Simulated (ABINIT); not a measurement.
**Converging GW for MgO (Fm-3m) in ABINIT**

Wanted: a converged G0W0 gap of MgO (Fm-3m), or an estimate of the limit.

Method: PBE and many-body steps on it, plane waves, in ABINIT 10.8.3.

### 1. Set-up

The structure is cubic, space group Fm-3m (No. 225). The conventional cell has a = 4.194 Å, b = 4.194 Å, c = 4.194 Å, α = 90.00°, β = 90.00°, γ = 90.00°. Nearest to Mg lie 6 O at 2.10 Å. O has 6 Mg at 2.10 Å nearest. Farther neighbours and most contacts between anions are not listed.

Structure file:

```cif
data_structure
_symmetry_space_group_name_H-M 'Fm-3m'
_symmetry_Int_Tables_number 225
_cell_length_a 4.1940
_cell_length_b 4.1940
_cell_length_c 4.1940
_cell_angle_alpha 90.000
_cell_angle_beta 90.000
_cell_angle_gamma 90.000
_cell_volume 73.77
loop_
_atom_site_label
_atom_site_type_symbol
_atom_site_symmetry_multiplicity
_atom_site_Wyckoff_symbol
_atom_site_fract_x
_atom_site_fract_y
_atom_site_fract_z
_atom_site_occupancy
Mg1 Mg 4 a 0.00000 0.00000 0.00000 1
O1 O 4 b 0.50000 0.00000 0.00000 1
```

The cell and positions are those that the Materials Project relaxed with its own functionals (PBE, PBE+U or r2SCAN), kept fixed.

### 2. Empty states on the mesh, 6×6×6 mesh, 484 bands

This step: ABINIT 10.8.3; DFT, PBE, plane waves, norm-conserving pseudopotentials.

The sums over transitions need many empty states on a uniform mesh; this step solves for them.

run.abi

```
acell 3*1.0 Angstrom
rprim 
  -0.000000000000 2.097001392700 2.097001392700
  2.097001392700 -0.000000000000 2.097001392700
  2.097001392700 2.097001392700 -0.000000000000
ntypat 2
znucl 12 8
natom 2
typat 1 2
xred 
  0.000000000000 0.000000000000 0.000000000000
  0.500000000000 0.500000000000 0.500000000000
pp_dirpath "pseudos"
pseudos "Mg.upf, O.upf"
ecut 38
ngkpt 6 6 6
nshiftk 1
shiftk 0 0 0
kptopt 1
chksymbreak 0
irdden 1
istwfk *1
nband 484
prtvol 0
optdriver 6
gwr_task "HDIAGO"
paral_kgb 0
occopt 1
indata_prefix "in"
outdata_prefix "out"
tmpdata_prefix "tmp"
```

The run is started by

```
$ OMP_NUM_THREADS=1 mpirun -n 4 abinit run.abi > log
```

The program printed:

```text
.Version 10.8.3 of ABINIT. v10.8.2 released Aug 2026.

 Symmetries : space group Fm -3 m (#225); Bravais cF (face-center cubic)
[... echo of the input left out ...]
== DATASET  1 ==================================================================
-   mpi_nproc: 4, omp_nthreads: 1 (-1 if OMP is not activated)

--- !DatasetInfo
iteration_state: {dtset: 1, }
dimensions: {natom: 2, nkpt: 16, mband: 484, nsppol: 1, nspinor: 1, nspden: 1, mpw: 1411, }
cutoff_energies: {ecut:  38.0, pawecutdg:  -1.0, }
[...]
Direct band gap semiconductor
 Fundamental gap:     4.895 (eV)
   VBM:     4.841 (eV) at k: [ 0.0000E+00,  0.0000E+00,  0.0000E+00]
   CBM:     9.736 (eV) at k: [ 0.0000E+00,  0.0000E+00,  0.0000E+00]
 Direct gap:         4.895 (eV) at k: [ 0.0000E+00,  0.0000E+00,  0.0000E+00]

== END DATASET(S) ==============================================================
================================================================================

 -outvars: echo values of variables after computation  --------
           etotal      0.0000000000E+00
            nband         484
             nkpt          16
          spgroup         225
 [... the other variables as echoed above ...]

 Calculation completed.
```

Wall time 13 s (4 MPI ranks of Arm Neoverse V2, shared host); peak memory 0.69 GiB.

Numbers from this step:

| Item | Value |
| --- | --- |
| gap | 4.895 eV |
| k of the valence top | 0, 0, 0 |
| k of the conduction bottom | 0, 0, 0 |
| least direct gap | 4.895 eV |
| k points computed | 16 |
| lowest point of the top converged band, above the valence top | 481.5744 eV |

On this mesh the gap is 4.895 eV.

The density comes from a self-consistent run that is not shown.

### 3. Screening, 6×6×6 mesh, 100 bands, screening to 203.5 eV

The RPA dielectric matrix is built and inverted for each q.

This step: RPA screening on PBE, plane waves, norm-conserving pseudopotentials.

run.abi: that of step 2 with these lines changed.

```diff
@@ -20,10 +20,11 @@
 chksymbreak 0
-irdden 1
 istwfk *1
-nband 484
-prtvol 0
-optdriver 6
-gwr_task "HDIAGO"
-paral_kgb 0
 occopt 1
+irdwfk 1
+optdriver 3
+nband 100
+ecuteps 7.48
+inclvkb 2
+awtr 1
+symchi 1
 indata_prefix "in"
```

The program printed:

```text
.Version 10.8.3 of ABINIT. v10.8.2 released Aug 2026.

 Symmetries : space group Fm -3 m (#225); Bravais cF (face-center cubic)
[... echo of the input left out ...]
== DATASET  1 ==================================================================
-   mpi_nproc: 4, omp_nthreads: 1 (-1 if OMP is not activated)

--- !DatasetInfo
iteration_state: {dtset: 1, }
dimensions: {natom: 2, nkpt: 16, mband: 100, nsppol: 1, nspinor: 1, nspden: 1, mpw: 1411, }
cutoff_energies: {ecut:  38.0, pawecutdg:  -1.0, }
electrons: {nelect:   1.60000000E+01, charge:   0.00000000E+00, occopt:   1.00000000E+00, tsmear:   1.00000000E-02, }

 SCREENING: Calculation of the susceptibility and dielectric matrices

 Based on a program developped by R.W. Godby, V. Olevano, G. Onida, and L. Reining.
 Incorporated in ABINIT by V. Olevano, G.-M. Rignanese, and M. Torrent.
.Using double precision arithmetic ; gwpc =  8

[... cell and pseudopotentials left out ...]
--------------------------------------------------------------------------------

 ==== K-mesh for the wavefunctions ====
 Number of points in the irreducible wedge :    16
[... list of points left out ...]
 Together with 48 symmetry operations and time-reversal symmetry
 yields   216 points in the full Brillouin Zone.

 ==== Q-mesh for the screening function ====
 Number of points in the irreducible wedge :    16
[... list of points left out ...]
 Together with 48 symmetry operations and time-reversal symmetry
 yields   216 points in the full Brillouin Zone.

 setmesh: FFT mesh size selected  =    24x   24x   24
          total number of points  =        13824

 vcoul_init : cutoff-mode = AUXILIARY_FUNCTION
 q-points for optical limit:   1
     1)      0.000010    0.000020    0.000030

- screening: taking advantage of time-reversal symmetry
- Maximum band index for partially occupied states nbvw = 8
- Remaining bands to be divided among processors   nbcw = 92
- Number of bands treated by each node ~23

 Number of electrons calculated from density =   16.0000; Expected =   16.0000
 average of density, n =  0.128557
 r_s =    1.2291
 omega_plasma =   34.5863 [eV]

 calculating chi0 at frequencies [eV] :
  1    0.000000E+00    0.000000E+00
  2    0.000000E+00    3.458631E+01

--------------------------------------------------------------------------------
  q-point number  1        q = ( 0.000000, 0.000000, 0.000000) [r.l.u.]
--------------------------------------------------------------------------------
[... chi0 elements left out ...]
 For q-point:  0.000010 0.000020 0.000030
  dielectric constant =   3.0214
  dielectric constant without local fields =   3.2361

  Average fulfillment of the sum rule on Im[epsilon] for q-point    1 :     74.18  [%]
[... wings left out ...]
  q-point number  2        q = ( 0.166667, 0.000000, 0.000000) [r.l.u.]
--------------------------------------------------------------------------------
[... chi0 elements left out ...]
  Average fulfillment of the sum rule on Im[epsilon] for q-point    2 :     87.69  [%]

 [... 14 further q-points ...]
```

The job ended after 55 s (4 MPI ranks; peak memory 0.8 GiB).

Numbers from this step:

| Property | Result |
| --- | --- |
| ε∞ with local fields, on this mesh, along the program's q direction | 3.021 |
| the same without local fields | 3.236 |
| plasma frequency | 34.59 eV |
| plane waves in the screening matrix | 113 |

Local fields lower ε∞ by 7 %.

### 4. 100 bands, 203.5 eV

The self-energy is evaluated for the states that the input lists, and the levels follow from it, in one-shot runs by the linearised quasiparticle equation.

This step: G0W0 on PBE, plane waves, norm-conserving pseudopotentials.

run.abi: that of step 3 with these lines changed.

```diff
@@ -23,8 +23,19 @@
 irdwfk 1
-optdriver 3
+optdriver 4
 nband 100
+gwcalctyp 0
+ecutsigx 38
+symsigma 1
+nkptgw 3
+kptgw 
+  0.0000000000 0.0000000000 0.0000000000
+  0.5000000000 0.0000000000 0.0000000000
+  0.5000000000 0.5000000000 0.0000000000
+bdgw 
+  6 12
+  7 10
+  7 10
 ecuteps 7.48
-inclvkb 2
-awtr 1
-symchi 1
+irdscr 1
+ppmodel 1
 indata_prefix "in"
```

The program printed:

```text
.Version 10.8.3 of ABINIT. v10.8.2 released Aug 2026.

 Symmetries : space group Fm -3 m (#225); Bravais cF (face-center cubic)
[... echo of the input left out ...]
== DATASET  1 ==================================================================
-   mpi_nproc: 4, omp_nthreads: 1 (-1 if OMP is not activated)

--- !DatasetInfo
iteration_state: {dtset: 1, }
dimensions: {natom: 2, nkpt: 16, mband: 100, nsppol: 1, nspinor: 1, nspden: 1, mpw: 1411, }
cutoff_energies: {ecut:  38.0, pawecutdg:  -1.0, }
electrons: {nelect:   1.60000000E+01, charge:   0.00000000E+00, occopt:   1.00000000E+00, tsmear:   1.00000000E-02, }

 SIGMA: Calculation of the GW corrections

 Based on a program developped by R.W. Godby, V. Olevano, G. Onida, and L. Reining.
 Incorporated in ABINIT by V. Olevano, G.-M. Rignanese, and M. Torrent.
.Using double precision arithmetic ; gwpc =  8

[... cell and pseudopotentials left out ...]
--------------------------------------------------------------------------------

 ==== K-mesh for the wavefunctions ====
 Number of points in the irreducible wedge :    16
[... list of points left out ...]
 Together with 48 symmetry operations and time-reversal symmetry
 yields   216 points in the full Brillouin Zone.

 ==== Q-mesh for screening function ====
 Number of points in the irreducible wedge :    16
[... list of points left out ...]
 Together with 48 symmetry operations and time-reversal symmetry
 yields   216 points in the full Brillouin Zone.

 vcoul_init : cutoff-mode = AUXILIARY_FUNCTION
 q-points for optical limit:   1
     1)      0.000010    0.000020    0.000030
 setmesh: FFT mesh size selected  =    32x   32x   32
          total number of points  =        32768

 Number of electrons calculated from density =   16.0000; Expected =   16.0000
 average of density, n =  0.128557
 r_s =    1.2291
 omega_plasma =   34.5863 [eV]

 === KS Band Gaps ===
  >>>> For spin  1
   Minimum direct gap =   4.8948 [eV], located at k-point      :   0.0000  0.0000  0.0000
   Fundamental gap    =   4.8948 [eV], Top of valence bands at :   0.0000  0.0000  0.0000
                                       Bottom of conduction at :   0.0000  0.0000  0.0000
 SIGMA fundamental parameters:
 PLASMON POLE MODEL  1
 number of plane-waves for SigmaX                 1411
 number of plane-waves for SigmaC and W            113
 number of plane-waves for wavefunctions          1411
 number of bands                                   100
 number of independent spin polarizations            1
 number of spinorial components                      1
 number of k-points in IBZ                          16
 number of q-points in IBZ                          16
 number of symmetry operations                      48
 number of k-points in BZ                          216
 number of q-points in BZ                          216
 number of frequencies for dSigma/dE                 9
 frequency step for dSigma/dE [eV]                0.25
 number of omega for Sigma on real axis              0
 max omega for Sigma on real axis  [eV]           0.00
 zcut for avoiding poles [eV]                     0.10

 EPSILON^-1 parameters (SCR file):
 dimension of the eps^-1 matrix on file            113
 dimension of the eps^-1 matrix used               113
 number of plane-waves for wavefunctions          1411
 number of bands                                   100
 number of q-points in IBZ                          16
 number of frequencies                               2
 number of real frequencies                          1
 number of imag frequencies                          1

 matrix elements of self-energy operator (all in [eV])

 Perturbative Calculation

--- !SelfEnergy_ee
iteration_state: {dtset: 1, }
kpoint     : [   0.000,    0.000,    0.000, ]
spin       : 1
KS_gap     :    4.895
QP_gap     :    7.183
Delta_QP_KS:    2.288
data: !SigmaeeData |
     Band     E0 <VxcDFT>   SigX SigC(E0)      Z dSigC/dE  Sig(E)    E-E0       E
        6   4.841 -20.153 -25.631   3.786   0.809  -0.236 -21.522  -1.369   3.472
        7   4.841 -20.153 -25.631   3.786   0.809  -0.236 -21.522  -1.369   3.472
        8   4.841 -20.153 -25.631   3.786   0.809  -0.236 -21.522  -1.369   3.472
        9   9.736 -13.562  -8.944  -3.543   0.856  -0.168 -12.642   0.920  10.656
       10  20.877  -9.643  -3.728  -4.649   0.860  -0.163  -8.555   1.088  21.965
       11  20.877  -9.643  -3.728  -4.649   0.860  -0.163  -8.555   1.088  21.965
[...]
--- !SelfEnergy_ee
iteration_state: {dtset: 1, }
kpoint     : [   0.500,    0.000,    0.000, ]
spin       : 1
KS_gap     :    8.670
QP_gap     :   11.237
Delta_QP_KS:    2.567
data: !SigmaeeData |
     Band     E0 <VxcDFT>   SigX SigC(E0)      Z dSigC/dE  Sig(E)    E-E0       E
[...]
--- !SelfEnergy_ee
iteration_state: {dtset: 1, }
kpoint     : [   0.500,    0.500,    0.000, ]
spin       : 1
KS_gap     :   10.595
QP_gap     :   13.020
Delta_QP_KS:    2.425
data: !SigmaeeData |
     Band     E0 <VxcDFT>   SigX SigC(E0)      Z dSigC/dE  Sig(E)    E-E0       E
[...]
8   3.490 -18.810 -24.747   3.924   0.808  -0.238 -20.436  -1.626   1.864
        9  14.086  -8.929  -3.915  -4.100   0.873  -0.145  -8.131   0.799  14.884
       10  14.995 -12.074  -6.425  -4.342   0.868  -0.152 -10.940   1.134  16.129

== END DATASET(S) ==============================================================
================================================================================

 -outvars: echo values of variables after computation  --------
           etotal      0.0000000000E+00
            nband         100
             nkpt          16
          spgroup         225
 [... the other variables as echoed above ...]

 Calculation completed.
```

Run time: 7.7 s. Hardware: 4 MPI ranks; peak memory 0.78 GiB.

Numbers from this step:

```
G0W0 gap on the points computed              : 7.184 eV
starting gap on the mesh                     : 4.895 eV
k of the valence top                         : 0, 0, 0
k of the conduction bottom                   : 0, 0, 0
Z at the valence top                         : 0.809
Z at the conduction bottom                   : 0.856
least direct G0W0 gap on the computed points : 7.184 eV
```

The gap on the mesh goes from 4.89 eV to 7.18 eV, a correction of +2.29 eV.

### 5. Screening, 6×6×6 mesh, 149 bands, screening to 269.4 eV

This step: RPA screening on PBE, plane waves, norm-conserving pseudopotentials.

run.abi: that of step 4 with these lines changed.

```diff
@@ -23,19 +23,8 @@
 irdwfk 1
-optdriver 4
-nband 100
-gwcalctyp 0
-ecutsigx 38
-symsigma 1
-nkptgw 3
-kptgw 
-  0.0000000000 0.0000000000 0.0000000000
-  0.5000000000 0.0000000000 0.0000000000
-  0.5000000000 0.5000000000 0.0000000000
-bdgw 
-  6 12
-  7 10
-  7 10
-ecuteps 7.48
-irdscr 1
-ppmodel 1
+optdriver 3
+nband 149
+ecuteps 9.9
+inclvkb 2
+awtr 1
+symchi 1
 indata_prefix "in"
```

The program printed:

```text
.Version 10.8.3 of ABINIT. v10.8.2 released Aug 2026.

 Symmetries : space group Fm -3 m (#225); Bravais cF (face-center cubic)
[... echo of the input left out ...]
== DATASET  1 ==================================================================
-   mpi_nproc: 4, omp_nthreads: 1 (-1 if OMP is not activated)

--- !DatasetInfo
iteration_state: {dtset: 1, }
dimensions: {natom: 2, nkpt: 16, mband: 149, nsppol: 1, nspinor: 1, nspden: 1, mpw: 1411, }
cutoff_energies: {ecut:  38.0, pawecutdg:  -1.0, }
electrons: {nelect:   1.60000000E+01, charge:   0.00000000E+00, occopt:   1.00000000E+00, tsmear:   1.00000000E-02, }

 SCREENING: Calculation of the susceptibility and dielectric matrices

 Based on a program developped by R.W. Godby, V. Olevano, G. Onida, and L. Reining.
 Incorporated in ABINIT by V. Olevano, G.-M. Rignanese, and M. Torrent.
.Using double precision arithmetic ; gwpc =  8

[... cell and pseudopotentials left out ...]
--------------------------------------------------------------------------------

 ==== K-mesh for the wavefunctions ====
 Number of points in the irreducible wedge :    16
[... list of points left out ...]
 Together with 48 symmetry operations and time-reversal symmetry
 yields   216 points in the full Brillouin Zone.

 ==== Q-mesh for the screening function ====
 Number of points in the irreducible wedge :    16
[... list of points left out ...]
 Together with 48 symmetry operations and time-reversal symmetry
 yields   216 points in the full Brillouin Zone.

 setmesh: FFT mesh size selected  =    24x   24x   24
          total number of points  =        13824

 vcoul_init : cutoff-mode = AUXILIARY_FUNCTION
 q-points for optical limit:   1
     1)      0.000010    0.000020    0.000030

- screening: taking advantage of time-reversal symmetry
- Maximum band index for partially occupied states nbvw = 8
- Remaining bands to be divided among processors   nbcw = 141
- Number of bands treated by each node ~35

 Number of electrons calculated from density =   16.0000; Expected =   16.0000
 average of density, n =  0.128557
 r_s =    1.2291
 omega_plasma =   34.5863 [eV]

 calculating chi0 at frequencies [eV] :
  1    0.000000E+00    0.000000E+00
  2    0.000000E+00    3.458631E+01

--------------------------------------------------------------------------------
  q-point number  1        q = ( 0.000000, 0.000000, 0.000000) [r.l.u.]
--------------------------------------------------------------------------------
[... chi0 elements left out ...]
 For q-point:  0.000010 0.000020 0.000030
  dielectric constant =   3.0187
  dielectric constant without local fields =   3.2380

  Average fulfillment of the sum rule on Im[epsilon] for q-point    1 :     84.33  [%]
[... wings left out ...]
  q-point number  2        q = ( 0.166667, 0.000000, 0.000000) [r.l.u.]
--------------------------------------------------------------------------------
[... chi0 elements left out ...]
  Average fulfillment of the sum rule on Im[epsilon] for q-point    2 :     95.65  [%]

 [... 14 further q-points ...]
```

Wall time 98 s (4 MPI ranks); peak memory 1 GiB; 6.6 min of CPU time.

This step gave:

```yaml
eps_infinity_with_local_fields_on_this_mesh_along_the_program_s_q_direction: 3.019
the_same_without_local_fields: 3.238
plasma_frequency: 34.59 eV
plane_waves_in_the_screening_matrix: 169
```

(Part 1 of 2 ends here.)

[Paths, hosts, dates, memory and timing lines, banners, echoed tables and standing remarks are left out of the program output.]

[Logs are printed without paths, hosts, clocks, repeated set-up lines and the standing remarks that a program may print on its own settings, such as how far it seeks lower states.]

[Runs of the session that timed out or met a known fault of the program may be left out.]

[Hosts, paths, dates, database ids (printed as entryN), source tags and the programs' standing remarks are cut or masked in the printed files.]

[G0W0 gaps are taken among the corrected bands and points alone; a level outside them can change the order at an edge.]

[Where Ansatz stands beside ABINIT at settings called matched, ABINIT's density can come from a denser mesh and the files from another edition; pairs whose starting gaps differed by over 0.03 eV were left out, so agreement reads better than it is.]
